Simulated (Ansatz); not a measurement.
Crystal: Si2W.

```xyz
9
Lattice="4.6169 0.0000 0.0000 -2.3084 3.9983 0.0000 0.0000 0.0000 6.6532" Properties=species:S:1:pos:R:3 pbc="T T T"
W     2.3084    0.0000    3.3266
W     1.1542    1.9992    5.5444
W    -1.1542    1.9992    1.1089
Si    1.1332    0.6542    1.1089
Si    3.4837    0.6542    5.5444
Si    0.0000    1.3085    3.3266
Si    1.1753    3.3441    1.1089
Si   -1.1753    3.3441    5.5444
Si    2.3084    2.6899    3.3266
```

Measurements of this composition are mostly on another form, of space group No. 139.

Base run:

* Program: Ansatz 0.2.0
* Functional: LDA
* Potentials or basis: all-electron LAPW, scalar-relativistic
* Cutoff: 223 eV (chosen from the basis error)
* Basis error allowed: 0.002 eV/atom
* k mesh: 7 × 7 × 4
* Occupations: fermi-dirac, width 0.05 eV
* Spin: no spin polarisation

Its results: pressure -9.3 GPa; largest force 0.056 eV/Å.

Problem. The run is repeated on the same cell with these changes: functional from LDA to PBEsol. What comes out?

Solution. Pressure -5.6 GPa; largest force 0.036 eV/Å.

PBEsol binds less tightly than LDA, so the same cell stands under more pressure.
